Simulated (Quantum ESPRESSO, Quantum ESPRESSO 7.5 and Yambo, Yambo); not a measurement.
# A GW chain in Yambo: CdTe (F-43m)

Wanted: ground state, empty states, screening and self-energy for CdTe (F-43m).

Method: PBE and many-body steps on it, plane waves, in Quantum ESPRESSO 7.5 and Yambo 5.3.0.

The database entry behind the starting cell differs from later determinations by our own check (an axis about 1.1 % short against later determinations), so it need not match the best structure at ambient conditions.

### 1. Starting point

The structure is cubic, space group F-43m (No. 216). The conventional cell has a = 6.410 Å, b = 6.410 Å, c = 6.410 Å, α = 90.00°, β = 90.00°, γ = 90.00°. Nearest to Cd lie 4 Te at 2.78 Å. Nearest to Te lie 4 Cd at 2.78 Å. Farther neighbours and most contacts between anions are not listed.

As a file:

```cif
data_structure
_symmetry_space_group_name_H-M 'P 1'
_symmetry_Int_Tables_number 1
_cell_length_a 4.5326
_cell_length_b 4.5326
_cell_length_c 4.5326
_cell_angle_alpha 60.000
_cell_angle_beta 60.000
_cell_angle_gamma 60.000
_cell_volume 65.84
loop_
_atom_site_label
_atom_site_type_symbol
_atom_site_fract_x
_atom_site_fract_y
_atom_site_fract_z
_atom_site_occupancy
Cd1 Cd 0.00000 0.00000 0.00000 1
Te2 Te 0.25000 0.25000 0.25000 1
```

The cell and positions come from the Crystallography Open Database and are kept as given unless a step says otherwise.

### 2. Ground state

This step: Quantum ESPRESSO 7.5; DFT, PBE with spin-orbit coupling, plane waves, norm-conserving pseudopotentials.

The ground-state density comes first.

pw.in reads:

```
&control
  calculation = 'scf'
  prefix = 'x'
  outdir = 'o'
  pseudo_dir = 'pseudo'
/
&system
  ibrav = 0
  nat = 2
  ntyp = 2
  ecutwfc = 94.0
  nbnd = 54
  force_symmorphic = .true.
  noncolin = .true.
  lspinorb = .true.
/
&electrons
  conv_thr = 1e-10
  electron_maxstep = 80
  mixing_beta = 0.5
/
ATOMIC_SPECIES
  Cd 112.41 Cd.upf
  Te 127.6 Te.upf
CELL_PARAMETERS angstrom
  -0.0000000000 3.2050000000 3.2050000000
  3.2050000000 -0.0000000000 3.2050000000
  3.2050000000 3.2050000000 -0.0000000000
ATOMIC_POSITIONS crystal
  Cd 0.0000000000 0.0000000000 0.0000000000
  Te 0.2500000000 0.2500000000 0.2500000000
K_POINTS automatic
  6 6 6 0 0 0
```

Started as:

```sh
$ OMP_NUM_THREADS=1 mpirun -n 4 pw.x -nk 4 -in pw.in > pw.out
```

What it wrote:

```text
Program PWSCF v.7.5 starts

     This program is part of the open-source Quantum ESPRESSO suite
     for quantum simulation of materials; please cite
         "P. Giannozzi et al., J. Phys.:Condens. Matter 21 395502 (2009);
         "P. Giannozzi et al., J. Phys.:Condens. Matter 29 465901 (2017);
         "P. Giannozzi et al., J. Chem. Phys. 152 154105 (2020);
     in publications or presentations arising from this work. More details at
     Message from routine setup:
     using ibrav=0 with symmetry is DISCOURAGED, use correct ibrav instead

     G-vector sticks info

     bravais-lattice index     =            0
     lattice parameter (alat)  =       8.5653  a.u.
     unit-cell volume          =     444.3352 (a.u.)^3
     number of atoms/cell      =            2
     number of atomic types    =            2
     number of electrons       =        44.00
     number of Kohn-Sham states=           54
     kinetic-energy cutoff     =      94.0000  Ry
     charge density cutoff     =     376.0000  Ry
     scf convergence threshold =      1.0E-10
     mixing beta               =       0.5000
     number of iterations used =            8  plain     mixing
     Exchange-correlation= PBE
                           (   1   4   3   4   0   0   0)
     Non magnetic calculation with spin-orbit

     celldm(1)=   8.565287  celldm(2)=   0.000000  celldm(3)=   0.000000
     celldm(4)=   0.000000  celldm(5)=   0.000000  celldm(6)=   0.000000

     crystal axes: (cart. coord. in units of alat)
               a(1) = (  -0.000000   0.707107   0.707107 )
               a(2) = (   0.707107  -0.000000   0.707107 )
               a(3) = (   0.707107   0.707107  -0.000000 )

     reciprocal axes: (cart. coord. in units 2 pi/alat)
               b(1) = ( -0.707107  0.707107  0.707107 )
               b(2) = (  0.707107 -0.707107  0.707107 )
               b(3) = (  0.707107  0.707107 -0.707107 )
     Pseudo is Norm-conserving + core correction, Zval = 20.0
     Generated using ONCVPSP code by D. R. Hamann
     Using radial grid of 1368 points, 10 beta functions with:
     Pseudo is Norm-conserving + core correction, Zval = 24.0
     Generated using ONCVPSP code by D. R. Hamann
     Using radial grid of 1324 points, 10 beta functions with:
     Cd               20.00   112.41000     Cd( 1.00)
     Te               24.00   127.60000     Te( 1.00)

     24 Sym. Ops. (no inversion) found

   Cartesian axes

     site n.     atom                  positions (alat units)
         1        Cd     tau(   1) = (   0.0000000   0.0000000   0.0000000  )
         2        Te     tau(   2) = (   0.3535534   0.3535534   0.3535534  )

     number of k points=    16
                       cart. coord. in units 2pi/alat
        k(    1) = (   0.0000000   0.0000000   0.0000000), wk =   0.0046296
        k(    2) = (   0.1178511   0.1178511  -0.1178511), wk =   0.0370370
        k(    3) = (   0.2357023   0.2357023  -0.2357023), wk =   0.0370370
        k(    4) = (  -0.3535534  -0.3535534   0.3535534), wk =   0.0185185
        k(    5) = (   0.2357023   0.0000000  -0.0000000), wk =   0.0277778
        k(    6) = (   0.3535534   0.1178511  -0.1178511), wk =   0.1111111
        k(    7) = (  -0.2357023  -0.4714045   0.4714045), wk =   0.1111111
        k(    8) = (  -0.1178511  -0.3535534   0.3535534), wk =   0.1111111
        k(    9) = (   0.0000000  -0.2357023   0.2357023), wk =   0.0555556
        k(   10) = (   0.4714045   0.0000000  -0.0000000), wk =   0.0277778
     [... 4 further rows ...]
        k(   15) = (  -0.1178511  -0.3535534   0.5892557), wk =   0.1111111
        k(   16) = (  -0.7071068   0.2357023   0.0000000), wk =   0.0555556

     Dense  grid:    54769 G-vectors     FFT dimensions: (  54,  54,  54)

     Initial potential from superposition of free atoms

     starting charge      43.9995, renormalised to      44.0000
     Starting wfcs are   46 randomized atomic wfcs +    8 random wfcs

     per-process dynamical memory:   121.8 Mb

     Self-consistent Calculation

     iteration #  1     ecut=    94.00 Ry     beta= 0.50

     Threshold (ethr) on eigenvalues was too large:
     Diagonalizing with lowered threshold

     total energy              =    -912.88612768 Ry
     estimated scf accuracy    <       0.05354016 Ry

     iteration #  2     ecut=    94.00 Ry     beta= 0.50

     total energy              =    -912.89859501 Ry
     estimated scf accuracy    <       0.00630958 Ry

     iteration #  3     ecut=    94.00 Ry     beta= 0.50

     total energy              =    -912.89950122 Ry
     estimated scf accuracy    <       0.00076277 Ry

     iteration #  4     ecut=    94.00 Ry     beta= 0.50

     total energy              =    -912.89956103 Ry
     estimated scf accuracy    <       0.00003853 Ry

     iteration #  5     ecut=    94.00 Ry     beta= 0.50

     total energy              =    -912.89956594 Ry
     estimated scf accuracy    <       0.00000220 Ry

     iteration #  6     ecut=    94.00 Ry     beta= 0.50

     total energy              =    -912.89956635 Ry
     estimated scf accuracy    <       0.00000019 Ry

     iteration #  7     ecut=    94.00 Ry     beta= 0.50

     total energy              =    -912.89956639 Ry
     estimated scf accuracy    <       0.00000004 Ry

     iteration #  8     ecut=    94.00 Ry     beta= 0.50

     total energy              =    -912.89956640 Ry
     estimated scf accuracy    <          7.8E-10 Ry

     iteration #  9     ecut=    94.00 Ry     beta= 0.50

     End of self-consistent calculation

          k = 0.0000 0.0000 0.0000 (  6855 PWs)   bands (ev):

  -149.8565-149.8565-106.6751-106.6751 -96.9678 -96.9678 -96.9678 -96.9678
   -93.4110 -93.4110 -58.5164 -58.5164 -52.6964 -52.6964 -52.6964 -52.6964
   -28.1460 -28.1460 -28.1460 -28.1460 -26.6865 -26.6865 -26.6806 -26.6806
   -26.6806 -26.6806  -2.5781  -2.5781   0.0859   0.0859   0.0859   0.0859
     0.6082   0.6082   0.8451   0.8451   0.8451   0.8451   8.1894   8.1894
     9.0544   9.0544   9.0544   9.0544   9.6561   9.6561  13.1323  13.1323
    13.4845  13.4845  13.4845  13.4845  16.3236  16.3236

          k = 0.1179 0.1179-0.1179 (  6825 PWs)   bands (ev):

  -149.8565-149.8565-106.6751-106.6751 -96.9678 -96.9678 -96.9678 -96.9678
   -93.4110 -93.4110 -58.5164 -58.5164 -52.6964 -52.6964 -52.6964 -52.6964
   -28.1460 -28.1459 -28.1459 -28.1459 -26.6864 -26.6864 -26.6806 -26.6806
   -26.6805 -26.6804  -2.4709  -2.4709   0.0801   0.1054   0.1427   0.1427
     0.6503   0.6503   0.8424   0.8524   0.8524   0.8740   6.9361   6.9361
     8.2785   8.2785   8.7916   8.8100  10.7272  10.7272  13.4995  13.4995
    13.6371  13.6371  13.8392  13.8475  17.3338  17.3454

          k = 0.2357 0.2357-0.2357 (  6814 PWs)   bands (ev):

  -149.8565-149.8565-106.6751-106.6751 -96.9678 -96.9678 -96.9678 -96.9678
   -93.4110 -93.4110 -58.5164 -58.5164 -52.6965 -52.6965 -52.6964 -52.6964
   -28.1459 -28.1458 -28.1458 -28.1458 -26.6862 -26.6862 -26.6806 -26.6806
   -26.6803 -26.6801  -2.2569  -2.2569   0.0911   0.1162   0.2892   0.2892
     0.7144   0.7144   0.8726   0.9042   0.9847   0.9847   5.0439   5.0439
     7.8504   7.8504   8.3762   8.3928  10.7513  10.7513  13.9160  13.9160
    14.0989  14.1055  15.1347  15.1347  16.8857  16.8858

          k =-0.3536-0.3536 0.3536 (  6850 PWs)   bands (ev):

     [... further k-points ...]

     highest occupied, lowest unoccupied level (ev):     9.0544    9.6561

!    total energy              =    -912.89956640 Ry
     estimated scf accuracy    <          5.7E-11 Ry

     The total energy is the sum of the following terms:
     one-electron contribution =    -695.04248236 Ry
     hartree contribution      =     337.36581459 Ry
     xc contribution           =    -122.24829544 Ry
     ewald contribution        =    -432.97460320 Ry

     convergence has been achieved in   9 iterations

     XML data file, charge density, pseudopotentials, collected wavefunctions

=------------------------------------------------------------------------------=
   JOB DONE.
=------------------------------------------------------------------------------=
```

Wall time 71 s (4 MPI ranks of Arm Neoverse V1, shared host); peak memory 0.85 GiB; 4.7 min of CPU time.

This step gave:

* total energy: -12420.6314 eV
* gap: 0.6017 eV
* k of the valence top: 0, 0, 0
* k of the conduction bottom: 0, 0, 0
* least direct gap: 0.6017 eV

The gap is direct, at Γ.

### 3. Bands along the symmetry lines

The cheap functional maps the bands first; the places of the edges decide which points the dearer methods must see.

pw.in reads:

```
&control
  calculation = 'bands'
  prefix = 'x'
  outdir = 'o'
  pseudo_dir = 'pseudo'
/
&system
  ibrav = 0
  nat = 2
  ntyp = 2
  ecutwfc = 94.0
  nbnd = 56
  force_symmorphic = .true.
  noncolin = .true.
  lspinorb = .true.
/
&electrons
  conv_thr = 1e-9
  electron_maxstep = 80
  diago_full_acc = .true.
  diago_thr_init = 5e-6
/
ATOMIC_SPECIES
  Cd 112.41 Cd.upf
  Te 127.6 Te.upf
CELL_PARAMETERS angstrom
  -0.0000000000 3.2050000000 3.2050000000
  3.2050000000 -0.0000000000 3.2050000000
  3.2050000000 3.2050000000 -0.0000000000
ATOMIC_POSITIONS crystal
  Cd 0.0000000000 0.0000000000 0.0000000000
  Te 0.2500000000 0.2500000000 0.2500000000
K_POINTS crystal
  50
  0.00000000 0.00000000 0.00000000 1
  -0.06250000 -0.06250000 0.00000000 1
  -0.12500000 -0.12500000 0.00000000 1
  -0.18750000 -0.18750000 0.00000000 1
  -0.25000000 -0.25000000 0.00000000 1
  -0.31250000 -0.31250000 0.00000000 1
  -0.37500000 -0.37500000 0.00000000 1
  -0.43750000 -0.43750000 0.00000000 1
  -0.50000000 -0.50000000 0.00000000 1
  -0.48437500 -0.48437500 0.03125000 1
  -0.46875000 -0.46875000 0.06250000 1
  -0.45312500 -0.45312500 0.09375000 1
  -0.43750000 -0.43750000 0.12500000 1
  -0.42187500 -0.42187500 0.15625000 1
  -0.40625000 -0.40625000 0.18750000 1
  -0.39062500 -0.39062500 0.21875000 1
  -0.37500000 -0.37500000 0.25000000 1
  -0.37500000 0.00000000 0.37500000 1
  -0.32812500 0.00000000 0.32812500 1
  -0.28125000 0.00000000 0.28125000 1
  -0.23437500 0.00000000 0.23437500 1
  -0.18750000 0.00000000 0.18750000 1
  -0.14062500 0.00000000 0.14062500 1
  -0.09375000 0.00000000 0.09375000 1
  -0.04687500 0.00000000 0.04687500 1
  0.00000000 0.00000000 0.00000000 1
  0.00000000 0.00000000 0.06250000 1
  0.00000000 0.00000000 0.12500000 1
  0.00000000 0.00000000 0.18750000 1
  0.00000000 0.00000000 0.25000000 1
  0.00000000 0.00000000 0.31250000 1
  0.00000000 0.00000000 0.37500000 1
  0.00000000 0.00000000 0.43750000 1
  0.00000000 0.00000000 0.50000000 1
  -0.06250000 -0.03125000 0.46875000 1
  -0.12500000 -0.06250000 0.43750000 1
  -0.18750000 -0.09375000 0.40625000 1
  -0.25000000 -0.12500000 0.37500000 1
  -0.31250000 -0.15625000 0.34375000 1
  -0.37500000 -0.18750000 0.31250000 1
  -0.43750000 -0.21875000 0.28125000 1
  -0.50000000 -0.25000000 0.25000000 1
  -0.50000000 -0.28125000 0.21875000 1
  -0.50000000 -0.31250000 0.18750000 1
  -0.50000000 -0.34375000 0.15625000 1
  -0.50000000 -0.37500000 0.12500000 1
  -0.50000000 -0.40625000 0.09375000 1
  -0.50000000 -0.43750000 0.06250000 1
  -0.50000000 -0.46875000 0.03125000 1
  -0.50000000 -0.50000000 0.00000000 1
```

What it wrote:

```text
[banner, memory and clock lines left out]
Program PWSCF v.7.5 starts

     Atomic positions and unit cell read from directory:
     o/x.save/

     Message from routine setup:
     using ibrav=0 with symmetry is DISCOURAGED, use correct ibrav instead

     G-vector sticks info

     bravais-lattice index     =            0
     lattice parameter (alat)  =       8.5653  a.u.
     unit-cell volume          =     444.3352 (a.u.)^3
     number of atoms/cell      =            2
     number of atomic types    =            2
     number of electrons       =        44.00
     number of Kohn-Sham states=           56
     kinetic-energy cutoff     =      94.0000  Ry
     charge density cutoff     =     376.0000  Ry
     Exchange-correlation= PBE
                           (   1   4   3   4   0   0   0)
     Non magnetic calculation with spin-orbit

     celldm(1)=   8.565287  celldm(2)=   0.000000  celldm(3)=   0.000000
     celldm(4)=   0.000000  celldm(5)=   0.000000  celldm(6)=   0.000000

     crystal axes: (cart. coord. in units of alat)
               a(1) = (  -0.000000   0.707107   0.707107 )
               a(2) = (   0.707107  -0.000000   0.707107 )
               a(3) = (   0.707107   0.707107  -0.000000 )

     reciprocal axes: (cart. coord. in units 2 pi/alat)
               b(1) = ( -0.707107  0.707107  0.707107 )
               b(2) = (  0.707107 -0.707107  0.707107 )
               b(3) = (  0.707107  0.707107 -0.707107 )
     Pseudo is Norm-conserving + core correction, Zval = 20.0
     Generated using ONCVPSP code by D. R. Hamann
     Using radial grid of 1368 points, 10 beta functions with:
     Pseudo is Norm-conserving + core correction, Zval = 24.0
     Generated using ONCVPSP code by D. R. Hamann
     Using radial grid of 1324 points, 10 beta functions with:
     Cd               20.00   112.41000     Cd( 1.00)
     Te               24.00   127.60000     Te( 1.00)

     24 Sym. Ops. (no inversion) found

   Cartesian axes

     site n.     atom                  positions (alat units)
         1        Cd     tau(   1) = (   0.0000000   0.0000000   0.0000000  )
         2        Te     tau(   2) = (   0.3535534   0.3535534   0.3535534  )

     number of k points=    50
                       cart. coord. in units 2pi/alat
        k(    1) = (   0.0000000   0.0000000   0.0000000), wk =   0.0200000
        k(    2) = (   0.0000000   0.0000000  -0.0883883), wk =   0.0200000
        k(    3) = (   0.0000000   0.0000000  -0.1767767), wk =   0.0200000
[...]
[... 38 further rows ...]
        k(   49) = (   0.0441942  -0.0000000  -0.7071068), wk =   0.0200000
        k(   50) = (   0.0000000   0.0000000  -0.7071068), wk =   0.0200000

     Dense  grid:    54769 G-vectors     FFT dimensions: (  54,  54,  54)

     The potential is recalculated from file :
     o/x.save/charge-density

     Starting wfcs are   46 randomized atomic wfcs +   10 random wfcs

     Band Structure Calculation

     End of band structure calculation

          k = 0.0000 0.0000 0.0000 (  6855 PWs)   bands (ev):

  -149.8567-149.8567-106.6752-106.6752 -96.9680 -96.9680 -96.9680 -96.9680
   -93.4110 -93.4110 -58.5164 -58.5164 -52.6964 -52.6964 -52.6964 -52.6964
   -28.1461 -28.1461 -28.1461 -28.1461 -26.6866 -26.6866 -26.6807 -26.6807
   -26.6807 -26.6807  -2.5781  -2.5781   0.0860   0.0860   0.0860   0.0860
[...]
k = 0.0000 0.0000-0.0884 (  6831 PWs)   bands (ev):

  -149.8567-149.8567-106.6752-106.6752 -96.9680 -96.9680 -96.9680 -96.9680
[...]
k = 0.0000 0.0000-0.1768 (  6839 PWs)   bands (ev):

  -149.8567-149.8567-106.6752-106.6752 -96.9680 -96.9680 -96.9680 -96.9680
[...]
k =-0.0000 0.0000-0.2652 (  6843 PWs)   bands (ev):

[...]
k = 0.0000 0.0000-0.3536 (  6843 PWs)   bands (ev):

[...]
k = 0.0000-0.0000-0.4419 (  6855 PWs)   bands (ev):

[...]
k =-0.0000 0.0000-0.5303 (  6866 PWs)   bands (ev):

[...]
k = 0.0000-0.0000-0.6187 (  6842 PWs)   bands (ev):

[...]
k = 0.5303-0.0000-0.5303 (  6861 PWs)   bands (ev):

[...]
k = 0.0000 0.0000 0.0000 (  6855 PWs)   bands (ev):

[...]
k = 0.1326 0.0000-0.7071 (  6852 PWs)   bands (ev):

[...]
k = 0.0884-0.0000-0.7071 (  6854 PWs)   bands (ev):

[...]
k = 0.0442-0.0000-0.7071 (  6836 PWs)   bands (ev):

  -149.8567-149.8567-106.6752-106.6752 -96.9680 -96.9680 -96.9680 -96.9680
[...]
k = 0.0000 0.0000-0.7071 (  6838 PWs)   bands (ev):

  -149.8567-149.8567-106.6752-106.6752 -96.9680 -96.9680 -96.9680 -96.9680
[...]
6.6189   6.6189   6.9594   6.9594  11.3158  11.3158  11.4491  11.4491
    17.5926  17.5926  18.1323  18.1323  18.2431  18.2431  19.7694  19.7695

     XML data file, pseudopotentials, collected wavefunctions
```

It took 59 s on 4 MPI ranks; peak memory 0.56 GiB.

Numbers from this step:

* gap: 0.6017 eV
* k of the valence top: 0, 0, 0
* k of the conduction bottom: 0, 0, 0
* least direct gap: 0.6017 eV

The gap is 0.602 eV, as in the run before at this level.

The electronic bands at the labelled points (eV, zero at the top of the highest filled band):

| point | band 41 | band 42 | band 43 | band 44 | band 45 | band 46 | band 47 | band 48 |
| --- | --- | --- | --- | --- | --- | --- | --- | --- |
| Γ | 0.00 | 0.00 | 0.00 | 0.00 | 0.60 | 0.60 | 4.08 | 4.08 |
| halfway | -1.62 | -1.62 | -1.25 | -1.25 | 2.70 | 2.70 | 3.06 | 3.06 |
| X | -2.44 | -2.44 | -2.10 | -2.10 | 2.26 | 2.26 | 2.39 | 2.39 |
| halfway | -2.72 | -2.53 | -2.15 | -2.09 | 2.39 | 2.39 | 2.92 | 3.01 |
| U | -3.16 | -2.87 | -1.92 | -1.89 | 2.59 | 2.62 | 4.19 | 4.38 |
| jump to K | -3.16 | -2.87 | -1.92 | -1.89 | 2.59 | 2.62 | 4.19 | 4.38 |
| halfway | -2.02 | -1.80 | -0.73 | -0.72 | 2.56 | 2.72 | 4.56 | 4.70 |
| Γ | 0.00 | 0.00 | 0.00 | 0.00 | 0.60 | 0.60 | 4.08 | 4.08 |
| halfway | -1.01 | -1.01 | -0.48 | -0.46 | 1.77 | 1.77 | 4.77 | 4.77 |
| L | -1.38 | -1.38 | -0.85 | -0.85 | 1.58 | 1.58 | 4.84 | 4.84 |
| halfway | -2.62 | -2.38 | -1.65 | -1.55 | 2.95 | 3.11 | 4.28 | 4.30 |
| W | -3.03 | -2.57 | -2.57 | -2.55 | 3.86 | 4.27 | 4.39 | 4.45 |
| halfway | -2.77 | -2.50 | -2.35 | -2.31 | 2.92 | 3.01 | 3.02 | 3.16 |
| X | -2.44 | -2.44 | -2.10 | -2.10 | 2.26 | 2.26 | 2.39 | 2.39 |

(Continued in part 2 of 3.)

[Paths, hosts, dates, memory and timing lines, banners, echoed tables and standing remarks are left out of the program output.]

[Logs are printed without paths, hosts, clocks, repeated set-up lines and the standing remarks that a program may print on its own settings, such as how far it seeks lower states.]

[Runs of the session that timed out or met a known fault of the program may be left out.]

[Hosts, paths, dates, database ids (printed as entryN), source tags and the programs' standing remarks are cut or masked in the printed files.]
